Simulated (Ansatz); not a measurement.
# CdTe (F-43m), clamped-ion strain scan

Computed with DFT PBE, scalar-relativistic, plane waves, PAW in Ansatz 0.2.0. Cutoff 420 eV, Γ-centred 10×10×10 k-points, Gaussian smearing of 0.05 eV. No spin polarisation. Energies are free energies at this smearing, counted from the undisturbed cell; pressure is positive in compression.

Reference structure (relaxed at this level):

```yaml
crystal:
  lattice:
    - [0.00000, 3.30869, 3.30869]
    - [3.30869, 0.00000, 3.30869]
    - [3.30869, 3.30869, 0.00000]
  atoms:
    - { symbol: Cd, position: [0.00000, 0.00000, 0.00000] }
    - { symbol: Te, position: [0.75000, 0.75000, 0.75000] }
```

The cell is strained by ε times the Voigt pattern (0, 1, 0, 0, 0, 0) (xx, yy, zz, yz, xz, xy; engineering shear) with fractional coordinates fixed.

```tsv
ε	ΔE (meV/atom)
-0.1000	56.7
-0.0750	31.4
-0.0500	13.7
-0.0250	3.4
0.0000	0.0
0.0250	3.1
0.0500	12.3
0.0750	27.3
0.0875	36.8
0.1000	47.5
```

(1) Predict the pressure (GPa) at each point.

## Answers

(1)
| ε | pressure (GPa) |
| --- | --- |
| -0.1000 | 4.5 |
| -0.0750 | 3.2 |
| -0.0500 | 2.0 |
| -0.0250 | 1.0 |
| 0.0000 | 0.0 |
| 0.0250 | -0.8 |
| 0.0500 | -1.5 |
| 0.0750 | -2.2 |
| 0.0875 | -2.5 |
| 0.1000 | -2.7 |